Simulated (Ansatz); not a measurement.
# I in Ansatz: the effect of functional

Crystal: I.

```xyz
4
Lattice="3.6350 -2.3950 0.0000 3.6350 2.3950 0.0000 0.0000 0.0000 9.7934" Properties=species:S:1:pos:R:3 pbc="T T T"
I     3.6350   -0.7152    3.7646
I     3.6350    1.6799    1.1321
I     3.6350    0.7152    6.0288
I     3.6350   -1.6799    8.6613
```

Alike in all runs:

- Program: Ansatz 0.2.0
- Task: band structure
- Potentials or basis: all-electron LAPW, scalar-relativistic
- Cutoff: 253 eV
- Basis error allowed: 0.002 eV/atom
- k mesh: 7 × 7 × 3
- Occupations: fermi-dirac, width 0.05 eV
- Spin: no spin polarisation

One run gave: gap on the mesh 1.29 eV; pressure 0.1 GPa; largest force 0.76 eV/Å. Which functional did it use?
A. PBE
B. PBEsol
C. LDA

B.

```csv
functional,gap on the mesh (eV),pressure (GPa),largest force (eV/Å)
PBE,1.34,1.8,0.85
LDA,1.24,-0.9,0.72
PBEsol,1.29,0.1,0.76
```

Caveats: spin-orbit coupling is left out, which moves the levels of the heavy elements.

A k mesh can miss the band edges.

Not every run made on this cell is shown here.
